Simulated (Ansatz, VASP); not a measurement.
This is a calculation of C for VASP 6.6.1.

POSCAR

```
C
1.0
    0.0000000000      1.7833700000      1.7833700000
    1.7833700000      0.0000000000      1.7833700000
    1.7833700000      1.7833700000      0.0000000000
C
2
Direct
    0.7500000000      0.7500000000      0.7500000000
    0.5000000000      0.5000000000      0.5000000000
```

Contents of INCAR.step1:

```
SYSTEM = C
PREC = Accurate
ENCUT = 600
EDIFF = 1E-5
ISMEAR = -1
SIGMA = 0.05
LREAL = .False.
LASPH = .True.
NELM = 80
ALGO = Normal
LWAVE = .True.
LCHARG = .False.
GGA = PE
```

The input INCAR.step2:

```
SYSTEM = C
PREC = Accurate
ENCUT = 600
EDIFF = 1E-7
ISMEAR = -1
SIGMA = 0.05
LREAL = .False.
LASPH = .True.
NELM = 80
ALGO = Normal
ISIF = 3
LWAVE = .False.
LCHARG = .False.
GGA = B3
LHFCALC = .True.
AEXX = 0.2
AGGAX = 0.72
AGGAC = 0.81
ALDAC = 0.19
PRECFOCK = Fast
IBRION = 2
NSW = 40
EDIFFG = -0.02
ISTART = 1
```

The input KPOINTS:

```
regular mesh
0
Gamma
  7 7 7
  0 0 0
```

Potentials or basis: VASP PAW PBE potentials, release 64 (C).

Command:

```sh
$ cat potpaw_PBE.64/C/POTCAR > POTCAR
$ cp INCAR.step1 INCAR
$ mpirun -np 1 vasp_std > vasp.out
$ cp INCAR.step2 INCAR
$ mpirun -np 1 vasp_std > vasp.out
```

Set up the same calculation for Ansatz 0.2.0. Potentials there: Ansatz PAW.

As run (the cutoff follows the program's own potentials):

File input.yaml:

```yaml
crystal:
  lattice:
    - [0.0, 1.78337, 1.78337]
    - [1.78337, 0.0, 1.78337]
    - [1.78337, 1.78337, 0.0]
  atoms:
    - { symbol: C, position: [0.75, 0.75, 0.75] }
    - { symbol: C, position: [0.5, 0.5, 0.5] }
hamiltonian:
  xc: b3lyp
  pseudopotentials: { kind: paw }
kpoints:
  mp_grid: { grid: [7, 7, 7] }
scf:
  occupations: { method: fermi_dirac, width: 0.05 }
output:
  forces: true
  stress: true
relax:
  f_tol: 0.01
  max_steps: 40
  cell: { stress_tol: 0.05 }
```

Potentials or basis: Ansatz PAW.

Run with:

```bash
$ ansatz run input.yaml --threads 2 --pin off --max-ram 5632MiB --backend cpu --events-out ev --progress --plain --runs-dir out
```

Both were run:

|  | VASP | Ansatz | Ansatz less VASP |
| --- | --- | --- | --- |
| gap on the k mesh at the Fermi level, each at its own relaxed structure (eV) | 6.15 | 6.12 | -0.027 |
| relaxed volume (Å³/atom) | 5.67 | 5.68 | +0.005 |
| relaxed cell length with the largest relative difference (Å) | 2.522 | 2.523 | +0.0007 |

Caveats: the k mesh is coarse (spacing up to 0.44 Å⁻¹), so the values aren't converged, least of all with exact exchange; the relaxation stopped at its first step, so nothing moved (VASP); the PAW data sets were made with another functional, which shifts forces and pressure a little (VASP); an odd mesh through Γ misses points on the zone boundary, where band edges often lie (VASP); odd divisions of the mesh miss points on the zone boundary, where band edges often lie, so the gap on the mesh can be too wide (Ansatz); the plane-wave basis is chosen anew once the cell has moved, so the energies of steps on either side of that aren't comparable (Ansatz); the pressure holds a Pulay correction of +1.0 GPa for the finite cutoff (Ansatz).
